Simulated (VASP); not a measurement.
Here is a VASP 6.6.1 calculation.

The input INCAR:

```
SYSTEM = CuO
  PREC = Accurate
  ENCUT = 600
  EDIFF = 1E-6
  ISMEAR = 0
  SIGMA = 0.03
  LREAL = .False.
  LASPH = .True.
  NELM = 150
  ALGO = Normal
  ISIF = 3
  LWAVE = .False.
  LCHARG = .False.
  ISPIN = 2
  MAGMOM = 1 -1 0 0
  LORBIT = 11
  LMAXMIX = 4
  LDAU = .True.
  LDAUTYPE = 2
  LDAUL = 2 -1
  LDAUU = 4 0
  LDAUJ = 0 0
  LDAUPRINT = 1
  GGA = PE
  IBRION = 2
  NSW = 90
  EDIFFG = -0.01
  AMIX = 0.2
  BMIX = 1E-4
  AMIX_MAG = 0.8
  BMIX_MAG = 1E-4
  KPAR = 2
```

File KPOINTS:

```
Automatic mesh
0
Gamma
  10 10 6
  0 0 0
```

Contents of POSCAR:

```
CuO
1.0
    2.3418500000     -1.7113000000      0.0000000000
    2.3418500000      1.7113000000      0.0000000000
   -0.8500274300      0.0000000000      5.0578693900
Cu O
2 2
Direct
    0.0000000000      0.5000000000      0.0000000000
    0.5000000000      0.0000000000      0.5000000000
    0.5816000000      0.4184000000      0.2500000000
    0.4184000000      0.5816000000      0.7500000000
```

Potentials or basis: VASP PAW PBE potentials, release 64 (Cu, O).

The run is started by

```console
$ cat potpaw_PBE.64/Cu/POTCAR potpaw_PBE.64/O/POTCAR > POTCAR
$ mpirun -np 2 vasp_std > vasp.out
```

**Question.** Estimate the net moment.

**Answer.** 0.00 μB per cell.

**Question.** Estimate the relaxed volume.

**Answer.** 11.03 Å³/atom.

**Question.** Predict the space group after relaxing (to 0.05 Å).

**Answer.** C2/c (No. 15).

**Question.** Predict the band gap on the k mesh.

**Answer.** 0.22 eV, indirect (least direct gap 0.44 eV).

The path:
| step | energy change (eV) | largest force (eV/Å) | pressure (GPa) | volume (Å³) |
| --- | --- | --- | --- | --- |
| 1 | 0.0000 | 0.0457 | 3.86 | 40.54 |
| 2 | -0.0098 | 0.1503 | -1.73 | 41.99 |
| 3 | -0.0121 | 0.1189 | -0.11 | 41.54 |
| 4 | -0.0153 | 0.1169 | -0.08 | 41.65 |
| 5 | -0.0231 | 0.1080 | -0.18 | 41.96 |
| 6 | -0.0301 | 0.0868 | -0.03 | 42.55 |
| 7 | -0.0330 | 0.0841 | -0.11 | 42.64 |
| 8 | -0.0407 | 0.0735 | -0.40 | 42.88 |
| 9 | -0.0509 | 0.0412 | -0.87 | 43.35 |
| 10 | -0.0501 | 0.0639 | -2.15 | 44.20 |
| 11 | -0.0542 | 0.0019 | -1.32 | 43.71 |
| 12 | -0.0588 | 0.0132 | -0.13 | 43.50 |
| 13 | -0.0599 | 0.0205 | 0.77 | 43.35 |
| 14 | -0.0622 | 0.0164 | 0.48 | 43.54 |
| 15 | -0.0633 | 0.0507 | 0.18 | 43.71 |
| 16 | -0.0629 | 0.1140 | -0.43 | 44.04 |
| 17 | -0.0636 | 0.0744 | -0.03 | 43.82 |
| 18 | -0.0643 | 0.0581 | -0.11 | 43.92 |
| 19 | -0.0649 | 0.0216 | -0.36 | 44.13 |
| 20 | -0.0656 | 0.0040 | 0.18 | 44.00 |
| 21 | -0.0656 | 0.0102 | 0.25 | 43.97 |
| 22 | -0.0662 | 0.0033 | -0.13 | 44.06 |
| 23 | -0.0662 | 0.0043 | -0.09 | 44.06 |
| 24 | -0.0665 | 0.0208 | 0.09 | 44.03 |
| 25 | -0.0666 | 0.0378 | 0.25 | 44.00 |
| 26 | -0.0667 | 0.0371 | 0.05 | 44.03 |
| 27 | -0.0668 | 0.0391 | 0.00 | 44.05 |
| 28 | -0.0669 | 0.0403 | 0.07 | 44.09 |
| 29 | -0.0670 | 0.0459 | -0.22 | 44.18 |
| 30 | -0.0674 | 0.0265 | -0.14 | 44.15 |
| 31 | -0.0676 | 0.0021 | -0.02 | 44.11 |
| 32 | -0.0677 | 0.0045 | 0.03 | 44.10 |

A k mesh can miss the band edges. The state reached can hang on the start; a lower one may exist.
